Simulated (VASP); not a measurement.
# Te2Pt in VASP: further runs

Runs on Te2Pt. Level: PBE+D3(BJ). Tasks: relaxation of cell and atoms.

Program: VASP 6.6.1. These are calculated values, not measurements. Logs are shortened: lines on timing, memory, paths and dates and some standing lists are left out, and cuts for length are marked.

## Step 1: The slab as given

The cell holds a slab with vacuum, 3 atoms: a = 4.010 Å, b = 4.010 Å, c = 20.601 Å, α = 90.00°, β = 90.00°, γ = 120.00°.

## Step 2: Relaxation of cell and atoms, PBE+D3(BJ)

Contents of INCAR:

```
PREC = Accurate
ENCUT = 600
EDIFF = 1E-6
ISMEAR = 0
SIGMA = 0.03
LREAL = False
LASPH = True
NELM = 80
ALGO = Normal
ISIF = 3
LWAVE = False
LCHARG = False
GGA = PE
IVDW = 12
IBRION = 2
NSW = 90
EDIFFG = -0.01
LATTICE_CONSTRAINTS = .TRUE. .TRUE. .FALSE.
```

Contents of KPOINTS:

```
Automatic mesh
0
Gamma
  9 9 1
```

Contents of POSCAR:

```
Te2Pt
1.0
    4.0100000000      0.0000000000      0.0000000000
   -2.0050000000      3.4727618700      0.0000000000
    0.0000000000      0.0000000000     20.6005000000
Te Pt
2 1
Direct
    0.6666666700      0.3333333300      0.4368826000
    0.3333333300      0.6666666700      0.5631174000
    0.0000000000      0.0000000000      0.5000000000
```

Potentials or basis: VASP PAW PBE potentials, release 64 (Te, Pt).

Started as:

```bash
$ cat potpaw_PBE.64/Te/POTCAR potpaw_PBE.64/Pt/POTCAR > POTCAR
$ mpirun -np 1 vasp_std > vasp.out
```

OUTCAR:

```text
PREC = Accurate
   ENCUT = 600
   EDIFF = 1E-6
   ISMEAR = 0
   LREAL = False
   LASPH = True
   NELM = 80
   ISIF = 3
   GGA = PE
   IVDW = 12
   IBRION = 2
   NSW = 90
   EDIFFG = -0.01
 IVDW          = 12

 ion  position               nearest neighbor table
   1  0.667  0.333  0.437-   3 2.66   3 2.66   3 2.66   2 3.48   2 3.48   2 3.48
   2  0.333  0.667  0.563-   3 2.66   3 2.66   3 2.66   1 3.48   1 3.48   1 3.48
   3  0.000  0.000  0.500-   1 2.66   2 2.66   1 2.66   2 2.66   1 2.66   2 2.66

  LATTYP: Found a hexagonal cell.
 ALAT       =     4.0100000000
 C/A-ratio  =     5.1372817955

  Lattice vectors:

 A1 = (   4.0100000000,   0.0000000000,   0.0000000000)
 A2 = (  -2.0050000000,   3.4727618700,   0.0000000000)
 A3 = (   0.0000000000,   0.0000000000,  20.6005000000)

Analysis of symmetry for initial positions (statically):
=====================================================================
 Subroutine PRICEL returns:
 Original cell was already a primitive cell.

 Routine SETGRP: Setting up the symmetry group for a
 hexagonal supercell.

 Subroutine GETGRP returns: Found 12 space group operations
 (whereof 12 operations were pure point group operations)
 out of a pool of 24 trial point group operations.

The static configuration has the point symmetry D_3d.

Analysis of symmetry for dynamics (positions and initial velocities):
=====================================================================
 Subroutine PRICEL returns:
 Original cell was already a primitive cell.

 Routine SETGRP: Setting up the symmetry group for a
 hexagonal supercell.

 Subroutine GETGRP returns: Found 12 space group operations
 (whereof 12 operations were pure point group operations)
 out of a pool of 24 trial point group operations.

The dynamic configuration has the point symmetry D_3d.

 Subroutine INISYM returns: Found 12 space group operations
 (whereof 12 operations are pure point group operations),
 and found     1 'primitive' translations

----------------------------------------------------------------------------------------

                                     Primitive cell

  volume of cell :     286.8779

  direct lattice vectors                    reciprocal lattice vectors
     4.010000000  0.000000000  0.000000000     0.249376559  0.143977623  0.000000000
    -2.005000000  3.472761870  0.000000000     0.000000000  0.287955246  0.000000000
     0.000000000  0.000000000 20.600500000     0.000000000  0.000000000  0.048542511

  length of vectors
     4.010000000  4.010000001 20.600500000     0.287955246  0.287955246  0.048542511

  position of ions in fractional coordinates (direct lattice)
     0.666666670  0.333333330  0.436882600
     0.333333330  0.666666670  0.563117400
     0.000000000  0.000000000  0.500000000

  ion indices of the primitive-cell ions
   primitive index   ion index
                 1           1
                 2           2
                 3           3

----------------------------------------------------------------------------------------

 KPOINTS: Automatic mesh

Automatic generation of k-mesh.
 Grid dimensions read from file:
 generate k-points for:    9    9    1

 Generating k-lattice:

  Cartesian coordinates                     Fractional coordinates (reciprocal lattice)
     0.027708507  0.015997514  0.000000000     0.111111111  0.000000000  0.000000000
     0.000000000  0.031995027  0.000000000     0.000000000  0.111111111  0.000000000
     0.000000000  0.000000000  0.048542511     0.000000000  0.000000000  1.000000000

  Length of vectors
     0.031995027  0.031995027  0.048542511

  Shift w.r.t. Gamma in fractional coordinates (k-lattice)
     0.000000000  0.000000000  0.000000000

 Subroutine IBZKPT returns following result:
 ===========================================

 Found     12 irreducible k-points:

 Following reciprocal coordinates:
            Coordinates               Weight
  0.000000  0.000000  0.000000      1.000000
  0.111111 -0.000000  0.000000      6.000000
  0.222222 -0.000000  0.000000      6.000000
  0.333333  0.000000  0.000000      6.000000
  0.444444 -0.000000  0.000000      6.000000
  0.111111  0.111111  0.000000      6.000000
  0.222222  0.111111  0.000000     12.000000
  0.333333  0.111111  0.000000     12.000000
  0.444444  0.111111  0.000000      6.000000
  0.222222  0.222222  0.000000      6.000000
  0.333333  0.222222  0.000000     12.000000
  0.333333  0.333333  0.000000      2.000000
   k-points           NKPTS =     12   k-points in BZ     NKDIM =     12   number of bands    NBANDS=     15
   number of dos      NEDOS =    301   number of ions     NIONS =      3
   total plane-waves  NPLWV = 172032
   dimension x,y,z NGX =    32 NGY =   32 NGZ =  168
   dimension x,y,z NGXF=    64 NGYF=   64 NGZF=  336
   ions per type =               2   1
   NGX,Y,Z   is equivalent  to a cutoff of  13.27, 13.27, 13.56 a.u.
   NGXF,Y,Z  is equivalent  to a cutoff of  26.53, 26.53, 27.12 a.u.
 SYSTEM =  unknown system
   PREC   = accura    normal or accurate (medium, high low for compatibility)
   ISTART =      0    job   : 0-new  1-cont  2-samecut
   ICHARG =      2    charge: 1-file 2-atom 10-const
   ISPIN  =      1    spin polarized calculation?
   LNONCOLLINEAR =      F non collinear calculations
   LSORBIT =      F    spin-orbit coupling
   LASPH  =      T    aspherical Exc in radial PAW
   ENCUT  =  600.0 eV  44.10 Ry    6.64 a.u.   8.01  8.01 41.14*2*pi/ulx,y,z
   NELM   =     80;   NELMIN=  2; NELMDL= -5     # of ELM steps
   EDIFF  = 0.1E-05   stopping-criterion for ELM
   LREAL  =      F    real-space projection
   EDIFFG = -.1E-01   stopping-criterion for IOM
   NSW    =     90    number of steps for IOM
   IBRION =      2    ionic relax: 0-MD 1-quasi-New 2-CG
   NFREE  =      1    steps in history (QN), initial steepest desc. (CG)
   ISIF   =      3    stress and relaxation
   ISYM   =      2    0-nonsym 1-usesym 2-fastsym
   POTIM  = 0.5000    time-step for ionic-motion
   TEBEG  =    0.0;   TEEND  =   0.0 temperature during run
   PSTRESS=    0.0 pullay stress
   NELECT =      22.0000    total number of electrons
   NUPDOWN=      -1.0000    fix difference up-down
   EMIN   =  10.00;   EMAX   =-10.00  energy-range for DOS
   EFERMI =   0.00;   METHOD = LEGACY
   ISMEAR =     0;   SIGMA  =   0.03  broadening in eV -4-tet -1-fermi 0-gaus
   EFERMI_NEDOS =   21; number of points for ismear=-14 and -15
   IALGO  =     38    algorithm
   IMIX   =      4    mixing-type and parameters
     AMIX     =   0.40;   BMIX     =  1.00
     AMIX_MAG =   1.60;   BMIX_MAG =  1.00
  volume/ion in A,a.u.               =      95.63       645.32
  Fermi-wavevector in a.u.,A,eV,Ry     =   0.695531  1.314364  6.582006  0.483764
  Thomas-Fermi vector in A             =   1.778330
   LORBIT       =      0    0 simple, 1 ext, 2 COOP (PROOUT), +10 PAW based schemes
   GGA     = PE    functional components
   LHFCALC =     F    Hartree Fock is set to
   AEXX    =    0.0000 exact exchange contribution
   IVDW    =    12    specifies the selected vdW correction
   LEPSILON=     F    determine dielectric tensor
   LRPA    =     F    only Hartree local field effects (RPA)
 conjugate gradient relaxation of ions
 non-spin polarized calculation
 Gauss-broadening in eV      SIGMA  =   0.03
  energy-cutoff  :      600.00
  volume of cell :      286.88
 maximum number of plane-waves:      9624
   NGX = 17   NGY = 17   NGZ = 83

--------------------------------------- Ionic step        1  -------------------------------------------

 number of electron      22.0000000 magnetization

 Free energy of the ion-electron system (eV)
  ---------------------------------------------------
  ext. energy  EPLUGINS =         0.00000000
  ---------------------------------------------------
  free energy    TOTEN  =       -13.38568004 eV

  energy without entropy =      -13.38568004  energy(sigma->0) =      -13.38568004

------------------------ aborting loop because EDIFF is reached ----------------------------------------

 Edisp (eV)   -1.03590

 E8    (eV) :    -0.5056

  FORCE on cell =-STRESS in cart. coord.  units (eV):
  Direction    XX          YY          ZZ          XY          YZ          ZX
  --------------------------------------------------------------------------------------
  -------------------------------------------------------------------------------------
  Total       1.47233     1.47233     2.64565    -0.00000    -0.00000    -0.00000
  in kB       8.22275     8.22275    14.77562    -0.00000    -0.00000    -0.00000
  external pressure =       10.41 kB  Pullay stress =        0.00 kB

 VOLUME and BASIS-vectors are now :
 -----------------------------------------------------------------------------
  energy-cutoff  :      600.00
  volume of cell :      286.88
      direct lattice vectors                 reciprocal lattice vectors
     4.010000000  0.000000000  0.000000000     0.249376559  0.143977623  0.000000000
    -2.005000000  3.472761870  0.000000000     0.000000000  0.287955246  0.000000000
     0.000000000  0.000000000 20.600500000     0.000000000  0.000000000  0.048542511
[... 247 lines left out ...]
 POSITION                                       TOTAL-FORCE (eV/Angst)
 -----------------------------------------------------------------------------------
      1.98635      1.14682      8.89180        -0.000000      0.000000      0.019102
     -0.00000      2.29364     11.70870         0.000000     -0.000000     -0.019102
      3.97270      0.00000     10.30025         0.000000      0.000000     -0.000000
 -----------------------------------------------------------------------------------
    total drift:                                0.000000      0.000000     -0.000000

  FREE ENERGIE OF THE ION-ELECTRON SYSTEM (eV)
  ---------------------------------------------------
  free  energy   TOTEN  =       -14.5151586136 eV

  energy  without entropy=      -14.5151586136  energy(sigma->0) =      -14.51515861

--------------------------------------- Ionic step        8  -------------------------------------------

 number of electron      21.9999999 magnetization

 Free energy of the ion-electron system (eV)
  ---------------------------------------------------
  ext. energy  EPLUGINS =         0.00000000
  ---------------------------------------------------
  free energy    TOTEN  =       -13.47574646 eV

  energy without entropy =      -13.47574646  energy(sigma->0) =      -13.47574646

 E-fermi :  -1.1190     XC(G=0):  -3.4430

 val. band max:       -1.2863491951   @ k =   0.0000   0.0000   0.0000
 cond. band min:      -0.6160862179   @ k =   0.2222   0.2222   0.0000
 fundamental gap:      0.6702629772
 Fermi energy:        -1.1190225224

 k-point     1 :       0.0000    0.0000    0.0000
  band No.  band energies     occupation
      1     -14.2629      2.00000
      2     -12.2999      2.00000
      3      -6.5360      2.00000
      4      -6.4464      2.00000
      5      -6.4464      2.00000
      6      -4.7279      2.00000
      7      -4.7279      2.00000
      8      -3.3319      2.00000
      9      -2.0945      2.00000
     10      -1.2863      2.00000
     11      -1.2863      2.00000
     12       1.0659      0.00000
     13       1.0659      0.00000
     14       2.4544      0.00000
     15       2.7362      0.00000
[... 222 lines left out ...]
 POSITION                                       TOTAL-FORCE (eV/Angst)
 -----------------------------------------------------------------------------------
      1.98549      1.14632      8.89279         0.000000     -0.000000     -0.001503
     -0.00000      2.29264     11.70771        -0.000000      0.000000      0.001503
      0.00000      0.00000     10.30025        -0.000000      0.000000      0.000000
 -----------------------------------------------------------------------------------
    total drift:                               -0.000000     -0.000000      0.000000

  FREE ENERGIE OF THE ION-ELECTRON SYSTEM (eV)
  ---------------------------------------------------
  free  energy   TOTEN  =       -14.5152137280 eV

  energy  without entropy=      -14.5152137280  energy(sigma->0) =      -14.51521373

 reached required accuracy - stopping structural energy minimisation
```

It took 4.1 min on 1 thread of Intel Xeon 6975P-C (Granite Rapids), shared host; peak memory 0.5 GiB.

Results:

```
Free energy                            : -14.5152 eV
Relaxed volume                         : 93.77 Å³/atom
Relaxed cell                           : a = 3.971 Å, b = 3.971 Å, c = 20.601 Å, α = 90.00°, β = 90.00°, γ = 120.00°
Space group after relaxing (to 0.05 Å) : P-3m1 (No. 164)
Energy gained by relaxing              : 31.2 meV/atom
Ionic steps                            : 8
Band gap on the k mesh                 : 0.67 eV, indirect (least direct gap 1.16 eV)
Dispersion energy per atom             : -0.346 eV
```

Step by step:
```tsv
step	energy change (eV)	largest force (eV/Å)	pressure (GPa)	volume (Å³)
1	0.0000	1.0220	1.04	286.88
2	-0.0122	0.0975	-0.97	300.62
3	-0.0436	0.3885	-0.11	294.11
4	-0.0711	0.2627	-0.08	289.81
5	-0.0936	0.0042	0.02	280.94
6	-0.0936	0.0117	0.02	281.20
7	-0.0936	0.0191	-0.04	281.57
8	-0.0936	0.0015	0.00	281.32
```

Final structure:
```yaml
crystal:
  lattice:
    - [3.97097, 0.00000, 0.00000]
    - [-1.98549, 3.43896, 0.00000]
    - [0.00000, 0.00000, 20.60050]
  atoms:
    - { symbol: Te, position: [0.66667, 0.33333, 0.43168] }
    - { symbol: Te, position: [0.33333, 0.66667, 0.56832] }
    - { symbol: Pt, position: [0.00000, 0.00000, 0.50000] }
```

Caveat: spin-orbit coupling is left out, which moves the levels of the heavy elements.

(Part 1 of 2 ends here.)
